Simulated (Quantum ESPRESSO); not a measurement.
CuI and the effect of the pressure

```xyz
2
Lattice="0.0000 3.0315 3.0315 3.0315 0.0000 3.0315 3.0315 3.0315 0.0000" Properties=species:S:1:pos:R:3 pbc="T T T"
I     0.0000    0.0000    0.0000
Cu    4.5473    4.5473    4.5473
```

Kept alike: task phonons; functional PBE; k mesh 6 × 6 × 6, shifted; occupations fermi-dirac, width 0.05 eV; no spin polarisation. Program: Quantum ESPRESSO, GBRV 1.5 PBE, cutoff 762 eV. The mesh is that of the run's cell of 2 atoms. No spin-orbit coupling.

| run | electronic dielectric constant (mean of the diagonal) |
| --- | --- |
| A | 6.38 |
| B | 6.23 |
| C | 6.51 |

Runs of this series that gave no sound value for these columns are left out. The runs follow the start's structure, whether or not it is the stable one at these pressures. P is the pressure aimed at, which the runs meet within some hundredths to tenths of a GPa.

Problem. The runs differ in the pressure alone: -3; 0; 3 GPa. Which run is which?

Solution. Run A is 0 GPa; run B is -3 GPa; run C is 3 GPa. The electronic dielectric constant rises from 6.23 to 6.51 mean of the diagonal between -3 and 3 GPa.
